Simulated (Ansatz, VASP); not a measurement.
## As in VASP and in Ansatz

File INCAR:

```
PREC = Accurate
ENCUT = 520
EDIFF = 1E-7
ISMEAR = -1
SIGMA = 0.1
LREAL = False
LASPH = True
NELM = 60
ALGO = Normal
ISIF = 2
LWAVE = False
LCHARG = True
GGA = PS
LELF = True
LVHAR = True
NBANDS = 8
```

The input KPOINTS:

```
Automatic mesh
0
Gamma
  15 15 15
```

Contents of POSCAR:

```
As
1.0
    0.0000000000      2.1515446322      2.1515446322
    2.1515446322      0.0000000000      2.1515446322
    2.1515446322      2.1515446322      0.0000000000
As
1
Direct
    0.0000000000      0.0000000000      0.0000000000
```

Input for Ansatz:

```yaml
crystal:
  lattice:
    - [0.0, 2.1515446322, 2.1515446322]
    - [2.1515446322, 0.0, 2.1515446322]
    - [2.1515446322, 2.1515446322, 0.0]
  atoms:
    - { symbol: As, position: [0.0, 0.0, 0.0] }
hamiltonian:
  xc: pbesol
  pseudopotentials:
    kind: paw
    azcp:
      As: "pseudopotentials/As.paw.azcp"
basis:
  ecutwfc: 420
  fft_grid_basis: typed
kpoints:
  mp_grid: { grid: [15, 15, 15], shift: [0, 0, 0] }
magnetization:
  spin_polarized: false
scf:
  occupations: { method: fermi_dirac, width: 0.1 }
  lower_state_search: "off"
output:
  stress: true
  write_density: true
  write_potential: true
  elf: true
  volumetric_format: npy
```

Alike in both runs: task single point; functional PBEsol; k mesh 15 × 15 × 15; occupations fermi-dirac, width 0.1 eV; no spin polarisation.

```csv
,VASP,Ansatz
version,VASP 6.6.1,Ansatz 0.2.0
potentials or method,"VASP PAW PBE potentials, release 64 (As)","plane waves (420 eV) with PAW, scalar-relativistic"
plane-wave cutoff (eV),520,420
valence electrons in the cell,5,15
```

VASP gave:

- pressure (GPa): -5.9

Q: Which values does Ansatz return?

A: Pressure (GPa): -6.0.

The functional is the same, so the differences come from potentials, cutoffs and numerics. The two sets of potentials don't hold the same shells in valence. Ansatz warned: «pseudo_functional_mismatch».

Caveats: the PAW data sets were made with another functional, which shifts forces and pressure a little (VASP).
